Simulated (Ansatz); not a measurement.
Here is an Ansatz 0.2.0 calculation.

File input.yaml:

```yaml
crystal:
  lattice:
    - [1.488052925, -2.59468961, 0.0]
    - [1.488052925, 2.59468961, 0.0]
    - [0.0, 0.0, 4.72759579]
  atoms:
    - { symbol: Ge, position: [0.33344663, 0.66655337, 0.25] }
    - { symbol: Ge, position: [0.66655337, 0.33344663, 0.75] }
hamiltonian:
  xc: revpbe
  pseudopotentials: { kind: paw }
  dispersion: d4
kpoints:
  mp_grid: { grid: [10, 10, 6] }
scf:
  occupations: { method: fermi_dirac, width: 0.05 }
output:
  forces: true
  stress: true
  eigenvalues: true
  write_density: true
  write_potential: true
  elf: true
  volumetric_format: npy
relax:
  f_tol: 0.01
  max_steps: 40
  cell: { stress_tol: 0.05 }
```

Potentials or basis: Ansatz PAW.

Launch:

```console
$ ansatz run input.yaml --threads 2 --pin off --max-ram 5632MiB --backend cpu --events-out ev --progress --plain --runs-dir out
```

Question: What does it give for the relaxed volume?

Answer: 18.29 Å³/atom.

Question: Estimate the space group after relaxing (to 0.05 Å).

Answer: P6/mmm (No. 191).

The path:
```
step  energy change (eV)  largest force (eV/Å)  volume (Å³)
   1              0.0000                0.0009        36.51
   2             -0.0058                0.0056        36.45
   3             -0.0061                0.0079        36.41
   4             -0.0066                0.0090        36.39
   5             -0.0089                0.0361        36.19
   6             -0.0344                0.0996        36.50
   7             -0.0701                0.0227        36.26
   8             -0.1188                0.0780        36.69
   9             -0.1329                0.0012        36.81
  10             -0.1411                0.0023        36.70
  11             -0.1454                0.0075        36.71
  12             -0.1462                0.0031        36.53
  13             -0.1463                0.0017        36.53
  14             -0.1463                0.0002        36.55
  15             -0.1477                0.0002        36.55
  16             -0.1477                0.0000        36.59
  17             -0.1477                0.0000        36.59
```

Caveat: the plane-wave basis is chosen anew once the cell has moved, so the energies of steps on either side of that aren't comparable; pairwise dispersion overbinds metals, which lowers pressure and volume; the PAW data sets come from PBE, with cores solved anew for the run's functional, which leaves a small shift of forces and pressure.
